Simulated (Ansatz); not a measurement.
Wanted: the native input for an Ansatz 0.2.0 run.

* Task: band structure
* Functional: r2SCAN
* Potentials or basis: Ansatz PAW
* Cutoff: 500 eV (not typed: the program's choice for these potentials)
* k mesh: 5 × 5 × 5
* Occupations: fermi-dirac, width 0.05 eV
* Spin: spin-orbit coupling, no magnetisation
* Path: [["G", "X", "W", "K", "G", "L", "U", "W", "L", "K"], ["U", "X"]]
* Points for each segment of the path: 14

Crystal: TePb.

```
Pb Te
1.0
     0.00000    3.23100    3.23100
     3.23100    0.00000    3.23100
     3.23100    3.23100    0.00000
Pb Te
1 1
Direct
  0.00000 0.00000 0.00000
  0.50000 0.50000 0.50000
```

One way to write it, as run:

input.yaml

```yaml
crystal:
  lattice:
    - [0.0, 3.231, 3.231]
    - [3.231, 0.0, 3.231]
    - [3.231, 3.231, 0.0]
  atoms:
    - { symbol: Pb, position: [0.0, 0.0, 0.0] }
    - { symbol: Te, position: [0.5, 0.5, 0.5] }
hamiltonian:
  xc: r2scan
  pseudopotentials: { kind: paw_fr }
magnetization:
  noncollinear: true
  spin_orbit: true
kpoints:
  mp_grid: { grid: [5, 5, 5] }
  band_path:
    path:
      - [[0.0, 0.0, 0.0], [0.5, 0.0, 0.5], [0.5, 0.25, 0.75], [0.375, 0.375, 0.75], [0.0, 0.0, 0.0], [0.5, 0.5, 0.5], [0.625, 0.25, 0.625], [0.5, 0.25, 0.75], [0.5, 0.5, 0.5], [0.375, 0.375, 0.75]]
      - [[0.625, 0.25, 0.625], [0.5, 0.0, 0.5]]
    npoints: 14
scf:
  occupations: { method: fermi_dirac, width: 0.05 }
  n_extra_bands: 6
output:
  forces: true
  stress: true
  eigenvalues: true
  fatbands: true
  write_density: true
  write_potential: true
  elf: true
  volumetric_format: npy
```

Potentials or basis: Ansatz PAW.

Launch:

```console
$ ansatz run input.yaml --threads 2 --pin off --max-ram 5632MiB --backend cpu --events-out ev --progress --plain --runs-dir out
```

It gave:

```yaml
Pressure: 1.3 GPa
Band_gap_along_the_path: 0.07 eV, direct
```

Caveat: this odd mesh misses L, where the gap lies, so gap, dielectric constants and Born charges aren't listed; the PAW data sets come from PBE, with cores solved anew for the run's functional, which leaves a small shift of forces and pressure.

It took 77 s on 2 threads of Arm Neoverse V1 (shared host), peak memory 0.86 GiB.
